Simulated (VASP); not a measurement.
# Mg (Fm-3m) in VASP: single point with PBE

Aim: the single point of Mg with PBE.

Everything below comes from runs of VASP 6.6.1. Logs are shortened: lines on timing, memory, paths and dates and some standing lists are left out, and cuts for length are marked.

**1. The crystal as given**

It takes space group Fm-3m (No. 225, cubic). Conventional cell: a = 4.489 Å, b = 4.489 Å, c = 4.489 Å, α = 90.00°, β = 90.00°, γ = 90.00°. Around Mg (site symmetry m-3m) lie 12 Mg at 3.17 Å.

This isn't the form of Mg at room conditions, which is hcp.

**2. Single point, PBE**

Contents of INCAR:

```
ALGO = Normal
EDIFF = 1E-6
ENCUT = 520
GGA = PE
ISIF = 2
ISMEAR = 0
LASPH = True
LCHARG = False
LREAL = False
LWAVE = False
NBANDS = 7
NELM = 100
PREC = Accurate
SIGMA = 0.1
```

Contents of KPOINTS:

```
k-points
0
Gamma
  8 8 8
```

Contents of POSCAR:

```
Mg
1.0
    0.0000000000      2.2442560000      2.2442560000
    2.2442560000      0.0000000000      2.2442560000
    2.2442560000      2.2442560000      0.0000000000
Mg
1
Direct
    0.0000000000      0.0000000000      0.0000000000
```

Potentials or basis: VASP PAW PBE potentials, release 64 (Mg).

Run with:

```
cat potpaw_PBE.64/Mg/POTCAR > POTCAR
mpirun -np 1 vasp_std > vasp.out
```

OUTCAR:

```text
EDIFF = 1E-6
   ENCUT = 520
   GGA = PE
   ISIF = 2
   ISMEAR = 0
   LASPH = True
   LREAL = False
   NELM = 100
   PREC = Accurate

 ion  position               nearest neighbor table
   1  0.000  0.000  0.000-

  LATTYP: Found a face centered cubic cell.
 ALAT       =     4.4885120000

  Lattice vectors:

 A1 = (   0.0000000000,   2.2442560000,   2.2442560000)
 A2 = (   2.2442560000,   0.0000000000,   2.2442560000)
 A3 = (   2.2442560000,   2.2442560000,   0.0000000000)

Analysis of symmetry for initial positions (statically):
=====================================================================
 Subroutine PRICEL returns:
 Original cell was already a primitive cell.

 Routine SETGRP: Setting up the symmetry group for a
 face centered cubic supercell.

 Subroutine GETGRP returns: Found 48 space group operations
 (whereof 48 operations were pure point group operations)
 out of a pool of 48 trial point group operations.

The static configuration has the point symmetry O_h .

Analysis of symmetry for dynamics (positions and initial velocities):
=====================================================================
 Subroutine PRICEL returns:
 Original cell was already a primitive cell.

 Routine SETGRP: Setting up the symmetry group for a
 face centered cubic supercell.

 Subroutine GETGRP returns: Found 48 space group operations
 (whereof 48 operations were pure point group operations)
 out of a pool of 48 trial point group operations.

The dynamic configuration has the point symmetry O_h .

 Subroutine INISYM returns: Found 48 space group operations
 (whereof 48 operations are pure point group operations),
 and found     1 'primitive' translations

----------------------------------------------------------------------------------------

                                     Primitive cell

  volume of cell :      22.6072

  direct lattice vectors                    reciprocal lattice vectors
     0.000000000  2.244256000  2.244256000    -0.222790983  0.222790983  0.222790983
     2.244256000  0.000000000  2.244256000     0.222790983 -0.222790983  0.222790983
     2.244256000  2.244256000  0.000000000     0.222790983  0.222790983 -0.222790983

  length of vectors
     3.173857273  3.173857273  3.173857273     0.385885302  0.385885302  0.385885302

  position of ions in fractional coordinates (direct lattice)
     0.000000000  0.000000000  0.000000000

  ion indices of the primitive-cell ions
   primitive index   ion index
                 1           1

----------------------------------------------------------------------------------------

 KPOINTS: k-points

Automatic generation of k-mesh.
 Grid dimensions read from file:
 generate k-points for:    8    8    8

 Generating k-lattice:

  Cartesian coordinates                     Fractional coordinates (reciprocal lattice)
    -0.027848873  0.027848873  0.027848873     0.125000000  0.000000000  0.000000000
     0.027848873 -0.027848873  0.027848873     0.000000000  0.125000000  0.000000000
     0.027848873  0.027848873 -0.027848873     0.000000000  0.000000000  0.125000000

  Length of vectors
     0.048235663  0.048235663  0.048235663

  Shift w.r.t. Gamma in fractional coordinates (k-lattice)
     0.000000000  0.000000000  0.000000000

 Subroutine IBZKPT returns following result:
 ===========================================

 Found     29 irreducible k-points:

 Following reciprocal coordinates:
            Coordinates               Weight
  0.000000  0.000000  0.000000      1.000000
  0.125000  0.000000  0.000000      8.000000
  0.250000  0.000000  0.000000      8.000000
  0.375000  0.000000  0.000000      8.000000
  0.500000  0.000000  0.000000      4.000000
  0.125000  0.125000  0.000000      6.000000
[... 16 lines left out ...]
  0.500000  0.250000  0.125000     48.000000
 -0.375000  0.250000  0.125000     24.000000
 [... further k-points ...]
   k-points           NKPTS =     29   k-points in BZ     NKDIM =     29   number of bands    NBANDS=      7
   number of dos      NEDOS =    301   number of ions     NIONS =      1
   total plane-waves  NPLWV =  13824
   dimension x,y,z NGX =    24 NGY =   24 NGZ =   24
   dimension x,y,z NGXF=    48 NGYF=   48 NGZF=   48
   ions per type =               1
   NGX,Y,Z   is equivalent  to a cutoff of  12.57, 12.57, 12.57 a.u.
   NGXF,Y,Z  is equivalent  to a cutoff of  25.14, 25.14, 25.14 a.u.
 SYSTEM =  unknown system
   PREC   = accura    normal or accurate (medium, high low for compatibility)
   ISTART =      0    job   : 0-new  1-cont  2-samecut
   ICHARG =      2    charge: 1-file 2-atom 10-const
   ISPIN  =      1    spin polarized calculation?
   LNONCOLLINEAR =      F non collinear calculations
   LSORBIT =      F    spin-orbit coupling
   LASPH  =      T    aspherical Exc in radial PAW
   ENCUT  =  520.0 eV  38.22 Ry    6.18 a.u.   5.90  5.90  5.90*2*pi/ulx,y,z
   NELM   =    100;   NELMIN=  2; NELMDL= -5     # of ELM steps
   EDIFF  = 0.1E-05   stopping-criterion for ELM
   LREAL  =      F    real-space projection
   EDIFFG = 0.1E-04   stopping-criterion for IOM
   NSW    =      0    number of steps for IOM
   IBRION =     -1    ionic relax: 0-MD 1-quasi-New 2-CG
   NFREE  =      0    steps in history (QN), initial steepest desc. (CG)
   ISIF   =      2    stress and relaxation
   ISYM   =      2    0-nonsym 1-usesym 2-fastsym
   POTIM  = 0.5000    time-step for ionic-motion
   TEBEG  =    0.0;   TEEND  =   0.0 temperature during run
   PSTRESS=    0.0 pullay stress
   NELECT =       2.0000    total number of electrons
   NUPDOWN=      -1.0000    fix difference up-down
   EMIN   =  10.00;   EMAX   =-10.00  energy-range for DOS
   EFERMI =   0.00;   METHOD = LEGACY
   ISMEAR =     0;   SIGMA  =   0.10  broadening in eV -4-tet -1-fermi 0-gaus
   EFERMI_NEDOS =   21; number of points for ismear=-14 and -15
   IALGO  =     38    algorithm
   IMIX   =      4    mixing-type and parameters
     AMIX     =   0.40;   BMIX     =  1.00
     AMIX_MAG =   1.60;   BMIX_MAG =  1.00
  volume/ion in A,a.u.               =      22.61       152.56
  Fermi-wavevector in a.u.,A,eV,Ry     =   0.729462  1.378483  7.239854  0.532114
  Thomas-Fermi vector in A             =   1.821189
   LORBIT       =      0    0 simple, 1 ext, 2 COOP (PROOUT), +10 PAW based schemes
   GGA     = PE    functional components
   LHFCALC =     F    Hartree Fock is set to
   AEXX    =    0.0000 exact exchange contribution
   IVDW    =     0    specifies the selected vdW correction
   LEPSILON=     F    determine dielectric tensor
   LRPA    =     F    only Hartree local field effects (RPA)
 non-spin polarized calculation
 Gauss-broadening in eV      SIGMA  =   0.10
  energy-cutoff  :      520.00
  volume of cell :       22.61
 maximum number of plane-waves:       620
   NGX = 11   NGY = 11   NGZ = 11

 number of electron       2.0000000 magnetization

 Free energy of the ion-electron system (eV)
  ---------------------------------------------------
  ext. energy  EPLUGINS =         0.00000000
  ---------------------------------------------------
  free energy    TOTEN  =        -1.49350334 eV

  energy without entropy =       -1.48771976  energy(sigma->0) =       -1.49061155

 E-fermi :   2.4246     XC(G=0):  -8.5390

 val. band max:        2.3311056723   @ k =  -0.3750   0.3750   0.1250
 cond. band min:       2.4386662296   @ k =   0.5000   0.1250   0.0000
 fundamental gap:      0.1075605573
 Fermi energy:         2.4246061916

 k-point     1 :       0.0000    0.0000    0.0000
  band No.  band energies     occupation
      1      -4.2846      2.00000
      2      15.1575      0.00000
      3      15.1575      0.00000
      4      15.1575      0.00000
      5      17.1704      0.00000
      6      17.1704      0.00000
      7      17.1704      0.00000

 k-point     2 :       0.1250    0.0000    0.0000
  band No.  band energies     occupation
      1      -3.9340      2.00000
      2      11.6922      0.00000
      3      14.5782      0.00000
      4      14.5782      0.00000
      5      16.9024      0.00000
      6      18.3390      0.00000
      7      18.3390      0.00000

 k-point     3 :       0.2500    0.0000    0.0000
  band No.  band energies     occupation
      1      -2.8899      2.00000
      2       7.6948      0.00000
      3      13.9994      0.00000
      4      13.9994      0.00000
      5      16.3520      0.00000
      6      17.2989      0.00000
      7      17.2989      0.00000

 k-point     4 :       0.3750    0.0000    0.0000
  band No.  band energies     occupation
      1      -1.1754      2.00000
      2       4.1717      0.00000
      3      13.8824      0.00000
      4      13.8824      0.00000
      5      15.6946      0.00000
      6      15.6946      0.00000
      7      16.2097      0.00000

 k-point     5 :       0.5000    0.0000    0.0000
  band No.  band energies     occupation
      1       0.9729      2.00000
      2       1.4178      2.00000
      3      14.0529      0.00000
      4      14.0529      0.00000
      5      14.9438      0.00000
      6      14.9438      0.00000
      7      16.3353      0.00000

 k-point     6 :       0.1250    0.1250    0.0000
  band No.  band energies     occupation
      1      -3.8174      2.00000
      2      12.8933      0.00000
      3      13.1985      0.00000
      4      13.1985      0.00000
      5      15.7667      0.00000
      6      17.1849      0.00000
      7      19.8962      0.00000

 k-point     7 :       0.2500    0.1250    0.0000
  band No.  band energies     occupation
      1      -3.0053      2.00000
      2       9.2049      0.00000
      3      12.3477      0.00000
      4      13.1773      0.00000
      5      14.5883      0.00000
      6      16.8940      0.00000
      7      19.8246      0.00000

 k-point     8 :       0.3750    0.1250    0.0000
  band No.  band energies     occupation
      1      -1.5157      2.00000
      2       5.5583      0.00000
      3      12.0658      0.00000
      4      12.2227      0.00000
      5      13.5510      0.00000
      6      18.5118      0.00000
      7      19.3445      0.00000

 k-point     9 :       0.5000    0.1250    0.0000
  band No.  band energies     occupation
      1       0.6058      2.00000
      2       2.4387      0.84239
      3      11.0787      0.00000
      4      12.3636      0.00000
      5      13.7384      0.00000
      6      17.2459      0.00000
      7      19.1971      0.00000

 k-point    10 :      -0.3750    0.1250    0.0000
  band No.  band energies     occupation
      1      -0.1641      2.00000
      2       3.4062      0.00000
      3      10.4159      0.00000
      4      13.2519      0.00000
      5      14.6629      0.00000
      6      16.5298      0.00000
      7      18.4886      0.00000

 k-point    11 :      -0.2500    0.1250    0.0000
  band No.  band energies     occupation
      1      -2.0857      2.00000
      2       6.7003      0.00000
      3      10.3747      0.00000
      4      14.7398      0.00000
      5      16.1827      0.00000
      6      16.3199      0.00000
      7      18.2711      0.00000
[... 51 lines left out ...]
 k-point    17 :      -0.2500    0.2500    0.0000
  band No.  band energies     occupation
      1      -0.6113      2.00000
      2       5.8477      0.00000
      3       7.2134      0.00000
      4      12.8799      0.00000
      5      14.2904      0.00000
      6      18.7742      0.00000
      7      19.9287      0.00000

 k-point    18 :       0.3750    0.3750    0.0000
  band No.  band energies     occupation
      1      -0.1648      2.00000
      2       6.9274      0.00000
      3       9.2833      0.00000
      4      10.1162      0.00000
      5      10.1162      0.00000
      6      13.1056      0.00000
      7      24.8514      0.00000

 k-point    19 :       0.5000    0.3750    0.0000
  band No.  band energies     occupation
      1       1.4761      2.00000
      2       5.1020      0.00000
      3       6.7247      0.00000
      4      10.0214      0.00000
      5      10.8375      0.00000
      6      14.5890      0.00000
      7      24.2153      0.00000

 k-point    20 :      -0.3750    0.3750    0.0000
  band No.  band energies     occupation
      1       3.3167      0.00000
      2       3.6023      0.00000
      3       4.7147      0.00000
      4      10.5120      0.00000
      5      11.5796      0.00000
      6      18.0259      0.00000
      7      23.1723      0.00000

 k-point    21 :       0.5000    0.5000    0.0000
  band No.  band energies     occupation
      1       2.4781      0.44902
      2       3.5100      0.00000
      3       8.8244      0.00000
      4       9.7293      0.00000
      5       9.7293      0.00000
      6      12.6362      0.00000
      7      26.4400      0.00000

 k-point    22 :       0.3750    0.2500    0.1250
  band No.  band energies     occupation
      1      -1.9714      2.00000
      2       7.9668      0.00000
      3       9.2834      0.00000
      4      12.1982      0.00000
      5      14.7990      0.00000
      6      16.7663      0.00000
      7      18.9561      0.00000

 k-point    23 :       0.5000    0.2500    0.1250
  band No.  band energies     occupation
      1      -0.2751      2.00000
      2       4.9792      0.00000
      3       8.6177      0.00000
      4      10.5154      0.00000
      5      15.4533      0.00000
      6      17.2357      0.00000
      7      19.1267      0.00000

 k-point    24 :      -0.3750    0.2500    0.1250
  band No.  band energies     occupation
      1       1.8260      2.00000
      2       2.3115      1.89029
      3       8.7504      0.00000
      4       9.7217      0.00000
      5      16.0490      0.00000
      6      16.1344      0.00000
      7      22.1217      0.00000

 [... further k-points ...]
[... 5 lines left out ...]
  --------------------------------------------------------------------------------------
  -------------------------------------------------------------------------------------
  Total        0.1138437      0.1138437      0.1138437     -0.0000000      0.0000000      0.0000000
  in kB        8.0681179      8.0681179      8.0681179     -0.0000000      0.0000000      0.0000000
  external PRESSURE =       8.0681179 kB  Pullay stress =       0.0000000 kB

 VOLUME and BASIS-vectors are now :
 -----------------------------------------------------------------------------
  energy-cutoff  :      520.00
  volume of cell :       22.61
      direct lattice vectors                 reciprocal lattice vectors
     0.000000000  2.244256000  2.244256000    -0.222790983  0.222790983  0.222790983
     2.244256000  0.000000000  2.244256000     0.222790983 -0.222790983  0.222790983
     2.244256000  2.244256000  0.000000000     0.222790983  0.222790983 -0.222790983

 POSITION                                       TOTAL-FORCE (eV/Angst)
 -----------------------------------------------------------------------------------
      0.00000      0.00000      0.00000         0.000000      0.000000      0.000000
 -----------------------------------------------------------------------------------
    total drift:                               -0.000000      0.000000      0.000000

  FREE ENERGIE OF THE ION-ELECTRON SYSTEM (eV)
  ---------------------------------------------------
  free  energy   TOTEN  =        -1.4935033399 eV

  energy  without entropy=       -1.4877197620  energy(sigma->0) =       -1.49061155
```

Wall time 3.3 s (1 thread of AMD EPYC 7R13 (Zen 3), shared host); peak memory 0.1 GiB.

What came out:

```yaml
Free_energy: -1.4935 eV
Pressure: 0.8 GPa
Band_gap_on_the_k_mesh: none (metal or under the smearing width)
```

Levels at points of the mesh, in eV from the Fermi level:
```tsv
k point	band 1	band 2	band 3	band 4	band 5	band 6
(0.00, 0.00, 0.00)	-6.71	12.73	12.73	12.73	14.75	14.75
(0.50, 0.00, 0.00)	-1.45	-1.01	11.63	11.63	12.52	12.52
(0.50, 0.50, 0.00)	0.05	1.09	6.40	7.30	7.30	10.21
```
